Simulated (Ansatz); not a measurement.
Antifluorite Na2S (r2SCAN geometry), in Ansatz:

```
S Na
1.0
     0.00000    3.25543    3.25543
     3.25543    0.00000    3.25543
     3.25543    3.25543    0.00000
S Na
1 2
Direct
  0.00000 0.00000 0.00000
  0.25000 0.25000 0.25000
  0.75000 0.75000 0.75000
```

G0W0@PBE with 378 empty bands, a screening cutoff of 180 eV and a 4×4×4 mesh (PAW, contour deformation) gives 4.186 eV over the mesh points, from a PBE gap of 2.532 eV; it sums over 390 bands with 339 plane waves in the screening and a wave cutoff of 420 eV. G0W0 here is at a finite number of bands, screening cutoff and k mesh, not at the basis limit. No spin polarisation and no zero-point or thermal motion.

Question: Estimate the gap with frequency model Godby-Needs pole.

Answer: 4.210 eV (+0.024 eV), from a Kohn-Sham gap of 2.532 eV.

Question: Estimate the gap with starting point HSE06.

Answer: 4.816 eV (+0.630 eV), from a Kohn-Sham gap of 3.528 eV.

Question: Another run gave a Kohn-Sham gap of 2.532 eV and a G0W0 gap of 4.233 eV, summing over 746 bands with 645 plane waves in the screening and a wave cutoff of 420 eV. What was changed?

Answer: Empty bands 734, screening cutoff 260 eV. The counts of bands and plane waves show it.
